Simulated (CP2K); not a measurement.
# Al2Cu (I4/mmm) in CP2K: further runs

One crystal, Al2Cu, is run at these levels: PBEsol, LDA; tasks: band structure.

All numbers are computed with CP2K 2026.2; they aren't measurements. Logs are shortened: lines on timing, memory, paths and dates and some standing lists are left out, and cuts for length are marked.

**1. The structure**

The structure is tetragonal, space group I4/mmm (No. 139). Conventional cell: a = 4.061 Å, b = 4.061 Å, c = 5.702 Å, α = 90.00°, β = 90.00°, γ = 90.00°. Cu (site symmetry 4/mmm) has 8 Al at 2.48 Å as nearest neighbours. Al (site symmetry -4m2) is surrounded by 4 Cu at 2.48 Å and 2 Al at 2.85 Å.

The cell comes from a database or a generator and needn't be the stable form of this composition.

**2. Band structure, PBEsol**

al2cu_bands.inp

```
&GLOBAL
  PROJECT al2cu_bands
  RUN_TYPE ENERGY_FORCE
  PRINT_LEVEL LOW
&END GLOBAL
&FORCE_EVAL
  METHOD QS
  STRESS_TENSOR ANALYTICAL
  &DFT
    BASIS_SET_FILE_NAME BASIS_MOLOPT_UZH
    POTENTIAL_FILE_NAME POTENTIAL_UZH
    &MGRID
      CUTOFF 450
      REL_CUTOFF 60
      NGRIDS 4
    &END MGRID
    &QS
      METHOD GPW
      EPS_DEFAULT 1.0E-9
    &END QS
    &KPOINTS
      SCHEME MONKHORST-PACK 9 9 9
      GAMMA_CENTERED T
      SYMMETRY T
      SYMMETRY_BACKEND SPGLIB
    &END KPOINTS
    &SCF
      SCF_GUESS ATOMIC
      EPS_SCF 1.0E-6
      MAX_SCF 100
      ADDED_MOS 15
      CHOLESKY OFF
      EPS_EIGVAL 1.0E-7
      &DIAGONALIZATION ON
        ALGORITHM STANDARD
      &END DIAGONALIZATION
      &MIXING ON
        METHOD BROYDEN_MIXING
        ALPHA 0.4
        BETA 1.5
        NBUFFER 8
      &END MIXING
      &SMEAR ON
        METHOD FERMI_DIRAC
        ELECTRONIC_TEMPERATURE [K] 580.226
      &END SMEAR
    &END SCF
    &XC
      &XC_FUNCTIONAL
        &GGA_X_PBE_SOL
        &END GGA_X_PBE_SOL
        &GGA_C_PBE_SOL
        &END GGA_C_PBE_SOL
      &END XC_FUNCTIONAL
    &END XC
    &PRINT
      &KPOINTS ON
      &END KPOINTS
      &MULLIKEN ON
      &END MULLIKEN
      &MO ON
        ENERGIES T
        OCCUPATION_NUMBERS T
        &EACH
          QS_SCF 0
        &END EACH
        ADD_LAST NUMERIC
      &END MO
      &BAND_STRUCTURE
        FILE_NAME bands.bs
        ADDED_MOS 2
        &KPOINT_SET
          UNITS B_VECTOR
          NPOINTS 8
          SPECIAL_POINT GAMMA 0.00000000 0.00000000 0.00000000
          SPECIAL_POINT X 0.00000000 0.00000000 0.50000000
          SPECIAL_POINT Y -0.25356155 0.25356155 0.50000000
          SPECIAL_POINT S -0.37678078 0.37678078 0.37678078
          SPECIAL_POINT GAMMA 0.00000000 0.00000000 0.00000000
          SPECIAL_POINT Z 0.50000000 0.50000000 -0.50000000
          SPECIAL_POINT S1 0.37678078 0.62321922 -0.37678078
          SPECIAL_POINT N 0.00000000 0.50000000 0.00000000
          SPECIAL_POINT P 0.25000000 0.25000000 0.25000000
          SPECIAL_POINT Y1 0.50000000 0.50000000 -0.25356155
          SPECIAL_POINT Z 0.50000000 0.50000000 -0.50000000
        &END KPOINT_SET
        &KPOINT_SET
          UNITS B_VECTOR
          NPOINTS 8
          SPECIAL_POINT X 0.00000000 0.00000000 0.50000000
          SPECIAL_POINT P 0.25000000 0.25000000 0.25000000
        &END KPOINT_SET
      &END BAND_STRUCTURE
    &END PRINT
  &END DFT
  &SUBSYS
    &CELL
      ABC 4.0463907034 4.0463907034 4.0463907034
      ALPHA_BETA_GAMMA 119.7663105574 119.7663105580 90.4052408111
      PERIODIC XYZ
    &END CELL
    &COORD
      SCALED
      Cu  0.5000000000 0.5000000000 0.0000000000
      Al  0.2500000000 0.7500000000 0.5000000000
      Al  0.7500000000 0.2500000000 0.5000000000
    &END COORD
    &KIND Cu
      BASIS_SET TZVP-MOLOPT-PBE-GTH-q11
      POTENTIAL GTH-PBE-q11
    &END KIND
    &KIND Al
      BASIS_SET TZVP-MOLOPT-PBE-GTH-q3
      POTENTIAL GTH-PBE-q3
    &END KIND
    &PRINT
      &ATOMIC_COORDINATES ON
      &END ATOMIC_COORDINATES
      &CELL ON
      &END CELL
    &END PRINT
  &END SUBSYS
  &PRINT
    &FORCES ON
    &END FORCES
    &STRESS_TENSOR ON
    &END STRESS_TENSOR
  &END PRINT
&END FORCE_EVAL
```

Potentials or basis: POTENTIAL_UZH Cu GTH-PBE-q11, Al GTH-PBE-q3; TZVP-MOLOPT-PBE-GTH basis.

Launch:

```sh
$ OMP_NUM_THREADS=1 cp2k.psmp -i al2cu_bands.inp -o al2cu_bands.out
```

al2cu_bands.out:

```text

 CP2K| version string:                                       CP2K version 2026.2
 CP2K| Input file name                                           al2cu_bands.inp

 GLOBAL| Force Environment number                                              1
 GLOBAL| Basis set file name                                    BASIS_MOLOPT_UZH
 GLOBAL| Potential file name                                       POTENTIAL_UZH
 GLOBAL| MM Potential file name                                     MM_POTENTIAL
 GLOBAL| Coordinate file name                                      __STD_INPUT__
 GLOBAL| Method name                                                        CP2K
 GLOBAL| Project name                                                al2cu_bands
 GLOBAL| Run type                                                   ENERGY_FORCE
 GLOBAL| FFT library                                                       FFTW3
[... 6 lines left out ...]
 GLOBAL| Total number of message passing processes                             1
 GLOBAL| Number of threads for this process                                    1
 GLOBAL| CPU model name                                                  UNKNOWN

 CELL| Volume [angstrom^3]:                                            47.011921
 CELL| Vector a [angstrom]:       4.046     0.000     0.000   |a| =     4.046391
 CELL| Vector b [angstrom]:      -0.029     4.046     0.000   |b| =     4.046391
 CELL| Vector c [angstrom]:      -2.009    -2.023     2.871   |c| =     4.046391
 CELL| Angle (b,c), alpha [degree]:                                   119.766311
 CELL| Angle (a,c), beta  [degree]:                                   119.766311
 CELL| Angle (a,b), gamma [degree]:                                    90.405241
 CELL| Numerically orthorhombic:                                              NO
 CELL| Periodicity                                                           XYZ

 CELL_REF| Volume [angstrom^3]:                                        47.011921
 CELL_REF| Vector a [angstrom     4.046     0.000     0.000   |a| =     4.046391
 CELL_REF| Vector b [angstrom    -0.029     4.046     0.000   |b| =     4.046391
 CELL_REF| Vector c [angstrom    -2.009    -2.023     2.871   |c| =     4.046391
 CELL_REF| Angle (b,c), alpha [degree]:                               119.766311
 CELL_REF| Angle (a,c), beta  [degree]:                               119.766311
 CELL_REF| Angle (a,b), gamma [degree]:                                90.405241
 CELL_REF| Numerically orthorhombic:                                          NO
 CELL_REF| Periodicity                                                       XYZ
[... 10 lines left out ...]

  Total number of            - Atomic kinds:                                   2
                             - Atoms:                                          3
                             - Shell sets:                                     3
                             - Shells:                                        24
                             - Primitive Cartesian functions:                 14
                             - Cartesian basis functions:                     76
                             - Spherical basis functions:                     68

  Maximum angular momentum of- Orbital basis functions:                        3
                             - Local part of the GTH pseudopotential:          0
                             - Non-local part of the GTH pseudopotential:      4

 MODULE QUICKSTEP: ATOMIC COORDINATES IN ANGSTROM

   Atom Kind Element         X             Y             Z       Z(eff)     Mass
      1    1 Cu   29      2.008886      2.023145      0.000000  11.0000  63.5460
      2    2 Al   13     -0.014310      2.023145      1.435665   3.0000  26.9815
      3    2 Al   13      2.023195      0.000000      1.435665   3.0000  26.9815

 SCF PARAMETERS         Density guess:                                    ATOMIC
[... 9 lines left out ...]
                        --------------------------------------------------------
                        level_shift [a.u.]:                             0.000000
                        added MOs                                        15    0
                        --------------------------------------------------------
                        Mixing method:                            BROYDEN_MIXING
                                                charge density mixing in g-space
                        --------------------------------------------------------
                        Smear method:                                FERMI_DIRAC
                        Electronic temperature [K]:                        580.2
                        Electronic temperature [a.u.]:                  1.84E-03
                        Accuracy threshold:                             1.00E-10
                        --------------------------------------------------------
[... 28 lines left out ...]
    12 Broy./Diag. 0.40E+00   11.6     0.00000781       -51.8408422906 -1.78E-04
    13 Broy./Diag. 0.40E+00   11.4     0.00000176       -51.8408421022  1.88E-07
    14 Broy./Diag. 0.40E+00   11.0     0.00000052       -51.8408426209 -5.19E-07

  *** SCF run converged in    14 steps ***

  Electronic density on regular grids:        -16.9999998267        0.0000001733
  Core density on regular grids:               16.9999999727       -0.0000000273
  Total charge density on r-space grids:        0.0000001460
  Total charge density g-space grids:           0.0000001460

  Overlap energy of the core charge distribution:               0.00000000078327
  Self energy of the core charge distribution:                -75.95180131072826
  Core Hamiltonian energy:                                     24.31901811502627
  Hartree energy:                                               8.95889172297235
  Exchange-correlation energy:                                 -9.16647849785988
  Electronic entropic energy:                                  -0.00047265107123
  Fermi energy:                                                 0.22641941136695

  Total energy:                                               -51.84084262088741
  Total energy (extrapolated to T->0):                        -51.84060629535179

 MO| EIGENVALUES AND OCCUPATION NUMBERS FOR K POINT 1
 MO|
 MO|  Index      Eigenvalue [a.u.]        Eigenvalue [eV]             Occupation
 MO|      1              -0.019249              -0.523793               2.000000
 MO|      2               0.033200               0.903410               2.000000
 MO|      3               0.038353               1.043639               2.000000
 MO|      4               0.076285               2.075811               2.000000
 MO|      5               0.077136               2.098985               2.000000
 MO|      6               0.079616               2.166468               2.000000
[... 411 lines left out ...]
 MO|     23               0.952708              25.924500               0.000000
 MO|     24               0.992343              27.003031               0.000000
 MO| Sum:                                                              18.000000
 MO| E(Fermi):            0.226419 a.u.          6.161186 eV

 [... the levels of further k-points ...]

 !-----------------------------------------------------------------------------!
                     Mulliken Population Analysis

 #  Atom  Element  Kind  Atomic population                           Net charge
       1     Cu       1         11.963845                             -0.963845
       2     Al       2          2.518097                              0.481903
       3     Al       2          2.518058                              0.481942
 # Total charge                             17.000000                 -0.000000

 !-----------------------------------------------------------------------------!

 KPOINTS| Band Structure Calculation
 KPOINTS| Number of k-point sets                                               2
 KPOINTS| Number of added MOs/bands                                            2
 KPOINTS| Number of k-points in set    1                                      81
 KPOINTS| In units of b-vector [2pi/Bohr]
 KPOINTS| Special point     1       GAMMA     0.000000     0.000000     0.000000
 KPOINTS| Special point     2           X     0.000000     0.000000     0.500000
 KPOINTS| Special point     3           Y    -0.253562     0.253562     0.500000
 KPOINTS| Special point     4           S    -0.376781     0.376781     0.376781
 KPOINTS| Special point     5       GAMMA     0.000000     0.000000     0.000000
 KPOINTS| Special point     6           Z     0.500000     0.500000    -0.500000
 KPOINTS| Special point     7          S1     0.376781     0.623219    -0.376781
 KPOINTS| Special point     8           N     0.000000     0.500000     0.000000
 KPOINTS| Special point     9           P     0.250000     0.250000     0.250000
 KPOINTS| Special point    10          Y1     0.500000     0.500000    -0.253562
 KPOINTS| Special point    11           Z     0.500000     0.500000    -0.500000
 KPOINTS| Number of k-points in set    2                                       9
 KPOINTS| In units of b-vector [2pi/Bohr]
 KPOINTS| Special point     1           X     0.000000     0.000000     0.500000
 KPOINTS| Special point     2           P     0.250000     0.250000     0.250000

 ENERGY| Total FORCE_EVAL ( QS ) energy [hartree]            -51.840842690660416

 FORCES| Atomic forces [hartree/bohr]
 FORCES|   Atom     x               y               z               |f|
 FORCES|      1 -2.70014990E-13  4.36740415E-13 -5.32184800E-14   5.16219422E-13
 FORCES|      2 -8.09413673E-08  9.41052318E-08  7.39342857E-09   1.24346139E-07
 FORCES|      3  8.09427692E-08 -9.41067771E-08 -7.39337156E-09   1.24348218E-07
 FORCES| Sum     1.13184672E-12 -1.10853042E-12  3.79739655E-15
 FORCES| Total atomic force                                       1.58427621E-12

 STRESS| Analytical stress tensor [bar]
 STRESS|                        x                   y                   z
 STRESS|      x        1.53913184974E+04   1.00015515559E+03   2.17495535715E+01
 STRESS|      y        1.00015515559E+03   1.54054640272E+04   2.18552859212E+01
 STRESS|      z        2.17495535715E+01   2.18552859212E+01   1.44319517523E+04
 STRESS| 1/3 Trace                                             1.50762447590E+04
 STRESS| Determinant                                           3.40751578362E+12

 STRESS| Eigenvectors and eigenvalues of the analytical stress tensor [bar]
 STRESS|                        1                   2                   3
 STRESS| Eigenvalues   1.43982110636E+04   1.44314684903E+04   1.63990547229E+04
 STRESS|      x           0.709613334017     -0.010312109615      0.704515845515
 STRESS|      y          -0.704590558951     -0.011846954100      0.709515182301
 STRESS|      z          -0.001029768552      0.999876647429      0.015672571674
```

Run time: 3.1 min. Hardware: 1 thread of Arm Neoverse N1, shared host; peak memory 0.41 GiB.

What came out:

```yaml
Free_energy: -1410.6611 eV
Pressure: 1.5 GPa
Band_gap_on_the_k_mesh: none (metal or under the smearing width)
Mulliken_charges: Cu -0.96; Al +0.48 e
```

Levels at the corners of the path, in eV from the Fermi level:
| point | band 7 | band 8 | band 9 | band 10 | band 11 | band 12 |
| --- | --- | --- | --- | --- | --- | --- |
| Γ | 2.86 | 2.86 | 2.91 | 3.07 | 3.15 | 3.15 |
| X | -3.77 | -2.01 | -1.95 | 0.53 | 1.58 | 9.62 |
| Y | -3.57 | -3.57 | -2.44 | 4.13 | 4.38 | 5.21 |
| S | -3.77 | -3.16 | -1.36 | 1.25 | 4.44 | 6.78 |
| Γ | 2.86 | 2.86 | 2.91 | 3.07 | 3.15 | 3.15 |
| Z | -3.75 | -2.03 | -2.03 | 0.44 | 1.53 | 9.64 |
| S1 | -3.77 | -3.16 | -1.36 | 1.25 | 4.44 | 6.78 |
| N | -3.95 | 0.58 | 0.65 | 3.05 | 3.09 | 3.90 |
| P | -3.58 | -3.58 | -2.43 | 4.33 | 4.33 | 5.32 |
| Y1 | -3.57 | -3.57 | -2.44 | 4.13 | 4.38 | 5.21 |
| Z | -3.75 | -2.03 | -2.03 | 0.44 | 1.53 | 9.64 |
| X | -3.77 | -2.01 | -1.95 | 0.53 | 1.58 | 9.62 |
| P | -3.58 | -3.58 | -2.43 | 4.33 | 4.33 | 5.32 |

Caveat: Mulliken charges move with the basis; the potentials were made for another functional, which shifts forces and pressure; the basis of atomic orbitals isn't converged, which shifts pressures, moduli and gaps.

**3. Band structure, LDA**

al2cu_bands.inp: that of step 2 with these lines changed.

```diff
@@ -10,3 +10,3 @@
     BASIS_SET_FILE_NAME BASIS_MOLOPT_UZH
-    POTENTIAL_FILE_NAME POTENTIAL_UZH
+    POTENTIAL_FILE_NAME GTH_POTENTIALS
     &MGRID
@@ -14,3 +14,3 @@
       REL_CUTOFF 60
-      NGRIDS 4
+      NGRIDS 5
     &END MGRID
@@ -44,3 +44,3 @@
         METHOD FERMI_DIRAC
-        ELECTRONIC_TEMPERATURE [K] 580.226
+        ELECTRONIC_TEMPERATURE 300.56
       &END SMEAR
@@ -49,6 +49,6 @@
       &XC_FUNCTIONAL
-        &GGA_X_PBE_SOL
-        &END GGA_X_PBE_SOL
-        &GGA_C_PBE_SOL
-        &END GGA_C_PBE_SOL
+        &LDA_X
+        &END LDA_X
+        &LDA_C_PW
+        &END LDA_C_PW
       &END XC_FUNCTIONAL
@@ -70,6 +70,6 @@
         FILE_NAME bands.bs
-        ADDED_MOS 2
+        ADDED_MOS 6
         &KPOINT_SET
           UNITS B_VECTOR
-          NPOINTS 8
+          NPOINTS 6
           SPECIAL_POINT GAMMA 0.00000000 0.00000000 0.00000000
@@ -88,3 +88,3 @@
           UNITS B_VECTOR
-          NPOINTS 8
+          NPOINTS 6
           SPECIAL_POINT X 0.00000000 0.00000000 0.50000000
@@ -97,4 +97,5 @@
     &CELL
-      ABC 4.0463907034 4.0463907034 4.0463907034
-      ALPHA_BETA_GAMMA 119.7663105574 119.7663105580 90.4052408111
+      A 4.0463907034 0.0000000000 0.0000000000
+      B -0.0286190186 4.0462894949 0.0000000000
+      C -2.0088858424 -2.0231447474 2.8713308287
       PERIODIC XYZ
@@ -109,3 +110,3 @@
       BASIS_SET TZVP-MOLOPT-PBE-GTH-q11
-      POTENTIAL GTH-PBE-q11
+      POTENTIAL GTH-PADE-q11
     &END KIND
@@ -113,3 +114,3 @@
       BASIS_SET TZVP-MOLOPT-PBE-GTH-q3
-      POTENTIAL GTH-PBE-q3
+      POTENTIAL GTH-PADE-q3
     &END KIND
```

Potentials or basis: GTH_POTENTIALS Cu GTH-PADE-q11, Al GTH-PADE-q3; TZVP-MOLOPT-PBE-GTH basis.

Launch:

```sh
$ OMP_NUM_THREADS=1 cp2k.psmp -i al2cu_bands.inp -o al2cu_bands.out
```

Wall time 3.3 min (1 thread of Arm Neoverse N1, shared host); peak memory 0.39 GiB.

Results (log left out):

| Item | Value |
| --- | --- |
| Free energy | -1423.3494 eV |
| Pressure | -3.0 GPa |
| Band gap on the k mesh | none (metal or under the smearing width) |
| Mulliken charges | Cu -0.90; Al +0.45 e |

Stress tensor (GPa, compression positive):
```
-3.04 -0.07  0.00
-0.07 -3.04  0.00
 0.00  0.00 -2.98
```

Levels at the corners of the path, in eV from the Fermi level:
```csv
point,band 6,band 7,band 8,band 9,band 10,band 11,band 12,band 13
Γ,-4.19,2.97,2.99,2.99,3.05,3.05,3.05,4.11
X,-4.03,-3.88,-1.99,-1.94,0.38,1.68,9.71,10.58
Y,-3.98,-3.70,-3.70,-2.50,4.07,4.32,5.34,5.90
S,-4.17,-3.94,-3.27,-1.36,1.20,4.49,6.76,8.78
Γ,-4.19,2.97,2.99,2.99,3.05,3.05,3.05,4.11
Z,-4.04,-3.86,-2.01,-2.01,0.30,1.63,9.73,10.65
S1,-4.17,-3.94,-3.27,-1.36,1.20,4.49,6.76,8.78
N,-4.13,-4.12,0.61,0.67,3.03,3.06,3.82,4.51
P,-3.99,-3.70,-3.70,-2.49,4.27,4.27,5.45,6.02
Y1,-3.98,-3.70,-3.70,-2.50,4.07,4.32,5.34,5.90
Z,-4.04,-3.86,-2.01,-2.01,0.30,1.63,9.73,10.65
X,-4.03,-3.88,-1.99,-1.94,0.38,1.68,9.71,10.58
P,-3.99,-3.70,-3.70,-2.49,4.27,4.27,5.45,6.02
```

Caveat: Mulliken charges move with the basis; the basis of atomic orbitals isn't converged, which shifts pressures, moduli and gaps.

**4. For comparison**

An earlier run on the cell as given: functional PBEsol; potentials or basis POTENTIAL_UZH Cu GTH-PBE-q11, Al GTH-PBE-q3; TZVP-MOLOPT-PBE-GTH basis; density cutoff 6123 eV; k mesh 9 × 9 × 9; occupations fermi-dirac, width 0.05 eV; no spin polarisation.

* Pressure: 1.5 GPa
* Band gap on the k mesh: none (metal or under the smearing width)
* Mulliken charges: Cu -0.96; Al +0.48 e
* Hirshfeld charges: Cu -0.17; Al +0.09 e

**5. Summary**

```tsv
task	level	potentials or basis	smearing	EPS_DEFAULT	NGRIDS	points a segment of the path (NPOINTS)	bands added on the path	gap on the mesh (eV)	pressure (GPa)
band structure	PBEsol	POTENTIAL_UZH Cu GTH-PBE-q11, Al GTH-PBE-q3; TZVP-MOLOPT-PBE-GTH basis	fermi-dirac 0.05 eV	1.0E-9	4	8	2	none	1.5
band structure	LDA	GTH_POTENTIALS Cu GTH-PADE-q11, Al GTH-PADE-q3; TZVP-MOLOPT-PBE-GTH basis	fermi-dirac 0.0259 eV	1.0E-9	5	6	6	none	-3.0
single point	PBEsol	POTENTIAL_UZH Cu GTH-PBE-q11, Al GTH-PBE-q3; TZVP-MOLOPT-PBE-GTH basis	fermi-dirac 0.05 eV	1.0E-10	4	-	-	none	1.5
```

Alike in all rows: no spin polarisation; cell as given; k mesh 9 × 9 × 9.

Caveats: the basis of atomic orbitals isn't converged, which shifts pressures, moduli and gaps; the potentials were made for another functional, which shifts forces and pressure (some runs).

Absolute energies hang on the potentials; compare differences alone.
